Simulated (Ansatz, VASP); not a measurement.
Two plane-wave programs on Pb

```
CELL_PARAMETERS angstrom
3.66876 0.00000 0.00000
-1.83438 3.17724 0.00000
0.00000 0.00000 11.85288
ATOMIC_POSITIONS crystal
Pb 0.00000 0.00000 0.00000
Pb 0.00000 0.00000 0.50000
Pb 0.33333 0.66667 0.25000
Pb 0.66667 0.33333 0.75000
```

Alike in both runs: task single point; functional RPBE; k mesh 11 × 11 × 3; occupations fermi-dirac, width 0.1 eV; no spin polarisation.

```csv
,VASP,Ansatz
version,VASP 6.6.1,Ansatz 0.2.0
potentials or method,"VASP PAW PBE potentials, release 64 (Pb_d)","plane waves (420 eV) with PAW, scalar-relativistic"
plane-wave cutoff (eV),520,420
valence electrons in the cell,56,56
```

|  | VASP | Ansatz | Ansatz less VASP |
| --- | --- | --- | --- |
| pressure (GPa) | -1.2 | -1.2 | -0.01 |
| largest component of the traceless stress (GPa) | 0.09 | 0.09 | +0.003 |

With one functional, cell and mesh, what is left measures potentials, basis and numerics.

Caveats: the PAW data sets were made with another functional, which shifts forces and pressure a little (VASP). The runs have no spin-orbit coupling, so splittings on Pb are missing.
